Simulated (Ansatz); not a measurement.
The cell is CdI2 (started from an entry of an open crystallographic database); cell and atoms were relaxed with r2SCAN+rVV10. Space group P-3m1 (No. 164), trigonal; conventional cell a = 4.248 Å, c = 6.884 Å, 35.87 Å³ an atom. Cd has 6 I at 2.99 Å; I has 3 Cd at 2.99 Å.

```
Cd I
1.0
     4.24836    0.00000    0.00000
    -2.12418    3.67918    0.00000
     0.00000    0.00000    6.88442
Cd I
1 2
Direct
  0.00000 0.00000 0.00000
  0.33333 0.66667 0.24956
  0.66667 0.33333 0.75044
```

3 runs of the plane-wave code Ansatz on this cell differ in the functional (and in the settings that go with it). Levels are in eV from each run's valence top; v1 is the last filled band, c1 the first empty one.

Run A, mean stress +0.9 GPa (compression positive):

| point | v4 | v3 | v2 | v1 | c1 | c2 |
| --- | --- | --- | --- | --- | --- | --- |
| Γ | -0.33 | -0.18 | -0.18 | -0.17 | 3.70 | 5.66 |
| M | -2.14 | -1.62 | -0.76 | -0.16 | 3.87 | 6.22 |
| K | -2.34 | -2.07 | -1.19 | -1.19 | 3.91 | 8.34 |
| A | -0.46 | -0.46 | -0.03 | -0.03 | 4.88 | 5.71 |
| L | -1.40 | -1.31 | -0.56 | -0.49 | 3.58 | 6.12 |
| H | -2.86 | -2.45 | -0.32 | -0.32 | 4.75 | 6.77 |

Run B, mean stress +0.7 GPa (compression positive):

| point | v4 | v3 | v2 | v1 | c1 | c2 |
| --- | --- | --- | --- | --- | --- | --- |
| Γ | -0.33 | -0.18 | -0.18 | -0.17 | 4.14 | 6.07 |
| M | -2.19 | -1.66 | -0.77 | -0.16 | 4.29 | 6.64 |
| K | -2.39 | -2.11 | -1.22 | -1.22 | 4.34 | 8.79 |
| A | -0.47 | -0.47 | -0.03 | -0.03 | 5.33 | 6.13 |
| L | -1.43 | -1.33 | -0.57 | -0.51 | 4.00 | 6.53 |
| H | -2.93 | -2.50 | -0.33 | -0.33 | 5.20 | 7.19 |

Run C, mean stress +0.9 GPa (compression positive):

| point | v4 | v3 | v2 | v1 | c1 | c2 |
| --- | --- | --- | --- | --- | --- | --- |
| Γ | -0.31 | -0.17 | -0.17 | -0.15 | 3.07 | 5.05 |
| M | -2.01 | -1.54 | -0.70 | -0.15 | 3.07 | 5.59 |
| K | -2.19 | -1.95 | -1.11 | -1.11 | 3.09 | 7.61 |
| A | -0.44 | -0.44 | -0.02 | -0.02 | 4.13 | 5.12 |
| L | -1.33 | -1.22 | -0.51 | -0.46 | 2.81 | 5.44 |
| H | -2.69 | -2.31 | -0.29 | -0.29 | 3.88 | 6.10 |

Q: Match the runs to r2SCAN, DDH-PBE0, PBE0.

A: A is DDH-PBE0, B is PBE0, C is r2SCAN. In order of the gap: r2SCAN 2.78, DDH-PBE0 3.55, PBE0 3.97 eV.

No spin polarisation and no zero-point or thermal motion.

Spin-orbit coupling is left out, which matters wherever the heavy atoms make up the band edges.

The stress of a hybrid is loosely converged in these runs.

The meshes of the hybrids are coarse, so their gaps aren't converged to the digits shown.
